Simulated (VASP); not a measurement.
## BAs: work function with PBE

Sheet: BAs, a sheet with vacuum.

```
B As
1.0
     3.36713    0.00000    0.00000
    -1.68356    2.91602    0.00000
     0.00000    0.00000   16.00000
B As
1 1
Direct
  0.33333 0.66667 0.50000
  0.66667 0.33333 0.50000
```

The cell was built by a generator and needn't be a form met in nature.

```json
{
 "Program": "VASP 6.6.1",
 "Task": "work function",
 "Functional": "PBE",
 "Potentials or basis": "VASP PAW PBE potentials, release 64 (B, As)",
 "Cutoff": "520 eV",
 "k mesh": "12 × 12 × 1",
 "Occupations": "gaussian, width 0.03 eV",
 "Spin": "non-collinear spin, zero start, spin-orbit coupling",
 "Starting moments": "[[0.0, 0.0, 0.0], [0.0, 0.0, 0.0]] μB",
 "Dipole correction": "yes",
 "Further INCAR settings": "ALGO = Fast; EDIFF = 1e-06"
}
```

| Quantity | Value |
| --- | --- |
| Net moment | 0.00 μB per cell |
| Valence electrons inside the program's atomic spheres | B 1.85; As 2.96 |
| Work function of the upper face | 4.70 eV |
| Work function of the lower face | 4.70 eV |

Moments on the atoms (μB; x, y, z):
```
B   0.00 0.00 0.00
As  0.00 0.00 0.00
```

Wall time 5 min on 4 MPI ranks on Intel(R) Xeon(R) Platinum 8488C (Sapphire Rapids), on a shared host, peak memory 0.81 GiB a rank.
